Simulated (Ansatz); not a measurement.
A run of Ansatz 0.2.0:

Contents of input.yaml:

```yaml
crystal:
  lattice:
    - [3.16, 0.0, 0.0]
    - [0.0, 3.16, 0.0]
    - [0.0, 0.0, 3.16]
  atoms:
    - { symbol: Sb, position: [0.0, 0.0, 0.0] }
kpoints:
  mp_grid: { grid: [6, 6, 6] }
scf:
  occupations: { method: fermi_dirac, width: 0.05 }
hamiltonian:
  xc: pbesol
  pseudopotentials: { kind: all_electron, lapw: { basis_error: 0.001 } }
output:
  forces: true
  stress: true
elastic:
  mode: relaxed_ion
  stencil: two_point
```

Potentials or basis: all-electron LAPW, scalar-relativistic.

The run is started by

```console
$ ansatz run input.yaml --threads 1 --pin off --max-ram 3072MiB --backend cpu --events-out ev --progress --plain --runs-dir out
```

Hardware: 1 thread of Arm Neoverse V2, with other jobs on the host.

Q: How long does it take, and how much memory?

A: Wall time 14 s on 1 thread of Arm Neoverse V2, on a shared host, peak memory 0.24 GiB. Counts: scf iterations 30, plane waves 203, k points 20, bands 16.
